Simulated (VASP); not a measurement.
Wanted: the native input for a VASP 6.6.1 run.

```yaml
Task: band structure
Functional: SCAN
Potentials_or_basis: VASP PAW PBE potentials, release 64 (Cu)
Cutoff: 520 eV
k_mesh: 13 × 13 × 13
Occupations: fermi-dirac, width 0.05 eV
Spin: no spin polarisation
Further_INCAR_settings: ALGO = Normal; EDIFF = 1e-06
```

The structure of Cu lies in POSCAR:

```
Cu
1.0
    0.0000000000      1.8075000000      1.8075000000
    1.8075000000      0.0000000000      1.8075000000
    1.8075000000      1.8075000000      0.0000000000
Cu
1
Direct
    0.0000000000      0.0000000000      0.0000000000
```

The input as run:

INCAR

```
ALGO = Normal ; EDIFF = 1E-6
ENCUT = 520 ; ISIF = 2
ISMEAR = -1 ; LASPH = True
LCHARG = False ; LMAXMIX = 4
LMIXTAU = True ; LREAL = False
LWAVE = False ; METAGGA = SCAN
NELM = 80 ; PREC = Accurate
SIGMA = 0.05
```

KPOINTS

```
k-points
0
Gamma
  13 13 13
```

KPOINTS_OPT

```
path GXWKGLUWLK,UX
10
line-mode
reciprocal
 0.0000000000  0.0000000000  0.0000000000  G
 0.5000000000  0.0000000000  0.5000000000  X

 0.5000000000  0.0000000000  0.5000000000  X
 0.5000000000  0.2500000000  0.7500000000  W

 0.5000000000  0.2500000000  0.7500000000  W
 0.3750000000  0.3750000000  0.7500000000  K

 0.3750000000  0.3750000000  0.7500000000  K
 0.0000000000  0.0000000000  0.0000000000  G

 0.0000000000  0.0000000000  0.0000000000  G
 0.5000000000  0.5000000000  0.5000000000  L

 0.5000000000  0.5000000000  0.5000000000  L
 0.6250000000  0.2500000000  0.6250000000  U

 0.6250000000  0.2500000000  0.6250000000  U
 0.5000000000  0.2500000000  0.7500000000  W

 0.5000000000  0.2500000000  0.7500000000  W
 0.5000000000  0.5000000000  0.5000000000  L

 0.5000000000  0.5000000000  0.5000000000  L
 0.3750000000  0.3750000000  0.7500000000  K

 0.6250000000  0.2500000000  0.6250000000  U
 0.5000000000  0.0000000000  0.5000000000  X
```

Potentials or basis: VASP PAW PBE potentials, release 64 (Cu).

Run with:

```bash
$ cat potpaw_PBE.64/Cu/POTCAR > POTCAR
$ mpirun -np 1 vasp_std > vasp.out
```

It gave:

```
Pressure                : -6.3 GPa
Band gap along the path : none (metal or under the smearing width)
```

Caveat: the PAW data sets were made with another functional, which shifts forces and pressure a little.

It took 30 s on 1 thread of Intel(R) Xeon(R) 6975P-C (Granite Rapids), with other jobs on the host, peak memory 0.14 GiB.
